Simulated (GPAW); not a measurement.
A run of GPAW 26.7.0 is set up as follows.

run.py

```python
from ase import Atoms
from ase.dft.bandgap import bandgap
from ase.io import write
from ase.units import GPa
from gpaw import GPAW, PW

atoms = Atoms(['Fe', 'O'],
              cell=[[0.0, 2.1554, 2.1554],
                    [2.1554, 0.0, 2.1554],
                    [2.1554, 2.1554, 0.0]],
              scaled_positions=[[0.0, 0.0, 0.0],
                                [0.5, 0.5, 0.5]],
              pbc=True)
atoms.set_initial_magnetic_moments([3.0, 0.0])

calc = GPAW(mode=PW(800),
            xc='MGGA_X_R2SCAN+MGGA_C_R2SCAN',
            kpts={'size': (9, 9, 9), 'gamma': True},
            occupations={'name': 'fermi-dirac', 'width': 0.05},
            nbands=17,
            convergence={'density': 1e-05, 'energy': 1e-05},
            maxiter=150,
            txt='gpaw.txt')
atoms.calc = calc
energy = atoms.get_potential_energy()
forces = atoms.get_forces()
stress = atoms.get_stress()
calc.write('gs.gpw')
write('result.traj', atoms)
print(f'Energy: {energy:.6f} eV')
print('Forces (eV/A):')
print(forces.round(4))
print('Stress (GPa):', (stress / GPa).round(3))
print('Moments:', calc.get_magnetic_moments().round(3))
print('Fermi level:', round(calc.get_fermi_level(), 4), 'eV')
print(f'Gap: {bandgap(calc)[0]:.4f} eV, direct: {bandgap(calc, direct=True)[0]:.4f} eV')

path = atoms.cell.bandpath('GXWKGLUWLK,UX', npoints=60, eps=1e-4)
bs_calc = calc.fixed_density(kpts=path, symmetry='off', nbands=26,
                             convergence={'bands': 'CBM+6.0', 'eigenstates': 1e-6}, txt='bands.txt')
bs = bs_calc.band_structure()
bs.write('bs.json')
print(f'Gap on the path: {bandgap(bs_calc)[0]:.4f} eV')
```

Potentials or basis: GPAW PAW data sets (gpaw-data 1.2.1), pw.

Run with:

```console
$ OMP_NUM_THREADS=1 python run.py
```

Q: Estimate the net moment.

A: 4.00 μB per cell.

Q: Estimate the pressure.

A: -4.8 GPa.

Q: Estimate the site moments.

A: Fe +3.62; O +0.23 μB.

Q: Estimate the band gap along the path.

A: None (metal or under the smearing width).

Levels at the corners of the path, in eV from the Fermi level:
Spin up:
```csv
point,band 5,band 6,band 7,band 8,band 9,band 10
Γ,-4.78,-4.78,-4.66,-4.66,-4.66,-0.19
X,-5.73,-4.41,-3.92,-3.84,-3.84,5.12
W,-4.04,-4.00,-4.00,-3.84,-2.69,7.35
K,-4.66,-3.97,-3.66,-3.51,-2.68,6.67
Γ,-4.78,-4.78,-4.66,-4.66,-4.66,-0.19
L,-4.11,-4.11,-3.48,-1.25,-1.25,3.95
U,-4.66,-3.97,-3.66,-3.51,-2.68,6.67
W,-4.04,-4.00,-4.00,-3.84,-2.69,7.35
L,-4.11,-4.11,-3.48,-1.25,-1.25,3.95
K,-4.66,-3.97,-3.66,-3.51,-2.68,6.67
U,-4.66,-3.97,-3.66,-3.51,-2.68,6.67
X,-5.73,-4.41,-3.92,-3.84,-3.84,5.12
```
Spin down:
| point | band 2 | band 3 | band 4 | band 5 | band 6 | band 7 | band 8 | band 9 |
| --- | --- | --- | --- | --- | --- | --- | --- | --- |
| Γ | -4.00 | -4.00 | -4.00 | -0.74 | -0.74 | -0.74 | 0.59 | 0.59 |
| X | -7.76 | -5.23 | -5.23 | -2.20 | 0.83 | 0.83 | 1.19 | 1.61 |
| W | -6.91 | -6.91 | -6.26 | -0.05 | -0.05 | 0.84 | 1.52 | 2.26 |
| K | -7.34 | -6.88 | -5.57 | -0.84 | 0.64 | 0.73 | 1.76 | 2.20 |
| Γ | -4.00 | -4.00 | -4.00 | -0.74 | -0.74 | -0.74 | 0.59 | 0.59 |
| L | -8.80 | -5.80 | -5.80 | 0.47 | 0.47 | 0.64 | 3.23 | 3.23 |
| U | -7.34 | -6.88 | -5.57 | -0.84 | 0.64 | 0.73 | 1.76 | 2.20 |
| W | -6.91 | -6.91 | -6.26 | -0.05 | -0.05 | 0.84 | 1.52 | 2.26 |
| L | -8.80 | -5.80 | -5.80 | 0.47 | 0.47 | 0.64 | 3.23 | 3.23 |
| K | -7.34 | -6.88 | -5.57 | -0.84 | 0.64 | 0.73 | 1.76 | 2.20 |
| U | -7.34 | -6.88 | -5.57 | -0.84 | 0.64 | 0.73 | 1.76 | 2.20 |
| X | -7.76 | -5.23 | -5.23 | -2.20 | 0.83 | 0.83 | 1.19 | 1.61 |

Caveat: the PAW data sets were made with another functional, which shifts forces and pressure a little; a cell with one magnetic atom can't hold antiferromagnetic order, which such compounds often take; semilocal functionals often make such compounds metallic where correlation or magnetic order opens a gap, which also shifts bond lengths.

**The experiment to reproduce.**

“W\"ustite: Electric, thermodynamic and optical properties of FeO”, 2012, arxiv:1203.1201 quotes, for a bulk crystal of FeO: band gap 2.4 eV (optical).

Measured gap of FeO: 2.4 eV (optical; quoted in “W\"ustite: Electric, thermodynamic and optical properties of FeO”, 2012, arxiv:1203.1201). This calculation gives 0.00 eV (-2.40 eV). So large a miss can be the level of theory's own, or it may mean another phase, state or a wrong row. The value is that of r2SCAN, without temperature or zero-point motion. The run's magnetic order (collinear spin, ferromagnetic start) needn't be the measured crystal's.
